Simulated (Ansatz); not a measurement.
An input for Ansatz 0.2.0 (Na):

Contents of run.py:

```python
import json

import ase.io
import numpy as np

import ansatz as az

atoms = ase.io.read("POSCAR", format="vasp")

calculation = (
    az.Crystal.from_ase(atoms)
    .calculation()
    .kpoints(6, 6, 6)
    .functional("r2scanh")
    .pseudopotentials(kind="paw", source="ansatz")
    .scf(extra_bands=6)
    .occupations(method="tetrahedron")
    .density_of_states(energy_step=0.05, projected=False)
    .forces()
    .stress()
)
outcome = calculation.run(threads=2, events_out="events.jsonl")

report = outcome.report
for line in open("events.jsonl"):
    event = json.loads(line)
    if event["event"] == "scf_iter":
        d = event["data"]
        print(f"SCF {d['iter']:3d}  HF = {d['harris_foulkes_ev']:.6f} eV  dr2 = {d['dr2_ev']:.2e} eV")
    elif event["event"] in ("relax_step", "md_step"):
        d = event["data"]
        print(f"{event['event']} {d['step']:3d}  E = {d['lagrangian_ev']:.6f} eV")
np.set_printoptions(precision=5, suppress=True, linewidth=110)
print("converged:", report["converged"], "after", report["n_iterations"], "iterations")
print(f"free energy {report['free_energy_ev']:.6f} eV, Fermi level {report['fermi_energy_ev']:.4f} eV")
for key in ("band_edges_ev", "magnetization_mub", "site_moments_mub", "site_moments_nc_mub", "forces_ev_ang",
                "stress_gpa"):
    if report.get(key) is not None:
        print(key, np.array(report[key]), sep="\n")
```

The input POSCAR:

```
Na
1.0
   -2.1410000000      2.1410000000      2.1410000000
    2.1410000000     -2.1410000000      2.1410000000
    2.1410000000      2.1410000000     -2.1410000000
Na
1
Direct
    0.0000000000      0.0000000000      0.0000000000
```

Potentials or basis: Ansatz PAW earlier set.

Launch:

```sh
$ python run.py
```

Does this run start?

The run stopped without a result. It printed:

Output:

```text
Traceback (most recent call last):
  File "run.py", line 22, in <module>
  [frames inside libraries left out]
ansatz.RefusalError: 2 input errors — fix all and re-run
  1. hamiltonian.xc: <hybrid> with scf.occupations.method: tetrahedron with output.forces: true / relax: / neb: / saddle: / md: / phonons: (method: fd) / elastic: (mode: relaxed_ion) / dielectric.method: finite_field without kpoints.mp_grid.grid: [1, 1, 1] (or any other sampling of one point, a kspacing among them) — under a hybrid the energy of Blöchl's tetrahedra is not stationary in the orbitals, so that its forces and stress would lack a term; set scf.occupations.method to fermi_dirac, gaussian, cold or methfessel_paxton
  2. hamiltonian.xc: <hybrid> with scf.occupations.method: tetrahedron with output.stress: true / relax.cell: / md.ensemble: npt_langevin / elastic: without kpoints.mp_grid.grid: [1, 1, 1] (or any other sampling of one point, a kspacing among them) — under a hybrid the energy of Blöchl's tetrahedra is not stationary in the orbitals, so that its forces and stress would lack a term; set scf.occupations.method to fermi_dirac, gaussian, cold or methfessel_paxton
```
